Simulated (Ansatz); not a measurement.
Run this with Ansatz's Python interface and show what comes out.

The script, `kcl_dfpt.py`:
```python
# -*- coding: utf-8 -*-
from pathlib import Path
import warnings

import ansatz
import numpy as np
from pymatgen.core import Lattice, Structure
from pymatgen.io.ase import AseAtomsAdaptor

warnings.simplefilter("ignore", ansatz.DeckWarning)

pmg_structure = Structure(
    Lattice([(0.0, 3.14647, 3.14647), (3.14647, 0.0, 3.14647), (3.14647, 3.14647, 0.0)]),
    ["K", "Cl"],
    [
        (0.0, 0.0, 0.0),
        (0.5, 0.5, 0.5),
    ],
)
crystal = ansatz.Crystal.from_ase(AseAtomsAdaptor.get_atoms(pmg_structure))

calc = (
    crystal.calculation()
    .functional(ansatz.Functional.PBESOL)
    .basis(530)
    .occupations(ansatz.OccupationsMethod.FERMI_DIRAC, width=0.05)
    .pseudopotentials("paw")
    .kpoints(6, 6, 6)
    .phonons("dfpt")
)
res = calc.run(threads=1, pin="off", runs_dir="runs")
ph = res.phonons

print("Gamma modes (1/cm):", " ".join(f"{w:.1f}" for w in ph.gamma_omega_inv_cm))
print("in meV:", " ".join(f"{w * 0.1239842:.2f}" for w in ph.gamma_omega_inv_cm))
```

```console
$ python kcl_dfpt.py
Gamma modes (1/cm): 0.0 0.0 0.0 130.1 130.1 130.1
in meV: 0.00 0.00 0.00 16.14 16.14 16.14
```

Caveats:
- The settings weren't tested for convergence.
- The cell isn't relaxed first, so the values belong to this volume.
- No non-analytic term is added, so at the zone centre the longitudinal optical modes of a polar crystal aren't split off.
- The structure is a deposited one; some such entries were measured under pressure or heat, so a shift against it needn't be the functional's error alone.
- The structure is taken as given; imaginary modes can come from an unrelaxed or unstable start.
- Timing: 9.8 s on 1 thread of Arm Neoverse V1 (shared host), peak memory 0.57 GiB.

(A comment or docstring line of the script was reworded after the run, the code is as it ran; lines on the test bed's own set-up are left out of the output.)
